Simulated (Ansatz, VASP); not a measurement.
**Al in VASP and in Ansatz**

Contents of INCAR:

```
SYSTEM = Al
PREC     = Accurate       ! precision mode
ENCUT    = 600            ! plane-wave cutoff, eV
EDIFF    = 1E-7           ! SCF threshold, eV
ISMEAR   = 0              ! smearing method
SIGMA    = 0.1            ! smearing width, eV
LREAL    = .FALSE.        ! projectors in reciprocal space
LASPH    = .TRUE.         ! aspherical terms in the spheres
NELM     = 100            ! most SCF steps
ALGO     = Fast           ! electronic algorithm
ISIF     = 3              ! what is computed and relaxed
LWAVE    = .FALSE.        ! write WAVECAR
LCHARG   = .FALSE.        ! write CHGCAR
GGA      = PE             ! functional
IVDW     = 12             ! dispersion correction
IBRION   = 2              ! ionic algorithm
NSW      = 100            ! ionic steps
EDIFFG   = -0.002         ! ionic threshold
```

The input KPOINTS:

```
Automatic mesh
0
G
  18 18 10
  0 0 0
```

Contents of POSCAR:

```
Al
1.0
    2.8633495052      0.0000000000      0.0000000000
   -1.4316747526      2.4797334114      0.0000000000
    0.0000000000      0.0000000000      4.6758497419
Al
2
Direct
    0.3333333333      0.6666666667      0.2500000000
    0.6666666667      0.3333333333      0.7500000000
```

Input for Ansatz:

```yaml
crystal:
  lattice:
    - [2.8633495052, 0.0, 0.0]
    - [-1.4316747526, 2.4797334114, 0.0]
    - [0.0, 0.0, 4.6758497419]
  atoms:
    - { symbol: Al, position: [0.3333333333, 0.6666666667, 0.25] }
    - { symbol: Al, position: [0.6666666667, 0.3333333333, 0.75] }
basis:
  ecutwfc: 420
kpoints:
  mp_grid: { grid: [18, 18, 10] }
hamiltonian:
  xc: pbe
  dispersion: d3bj
scf:
  occupations: { method: gaussian, width: 0.1 }
output:
  forces: true
  stress: true
  eigenvalues: true
  write_density: true
  write_potential: true
  elf: true
  volumetric_format: npy
relax:
  adjacent_minimum: "off"
  f_tol: 0.002
  max_steps: 80
  cell: { stress_tol: 0.02 }
```

This isn't the form of Al at room conditions, which is fcc.

Alike in both runs: task relaxation of cell and atoms; functional PBE; dispersion D3(BJ); k mesh 18 × 18 × 10; occupations gaussian, width 0.1 eV; no spin polarisation.

```csv
,VASP,Ansatz
version,VASP 6.6.1,Ansatz 0.2.0
potentials or method,"VASP PAW PBE potentials, release 64 (Al)","scalar-relativistic, plane waves, PAW"
plane-wave cutoff (eV),600,420
valence electrons in the cell,6,6
```

```csv
,VASP,Ansatz,Ansatz less VASP
"gap on the k mesh at the Fermi level, each at its own relaxed structure (eV)",none,none,-
relaxed volume (Å³/atom),15.91,15.92,+0.009
relaxed cell length with the largest relative difference (Å),2.827,2.827,+0.0008
energy change over the relaxation (meV/atom),-7,-7,+0.1
```

A gap of «none» marks a metal or a gap that the smearing closes.

Caveats: pairwise dispersion overbinds metals, which lowers pressure and volume.
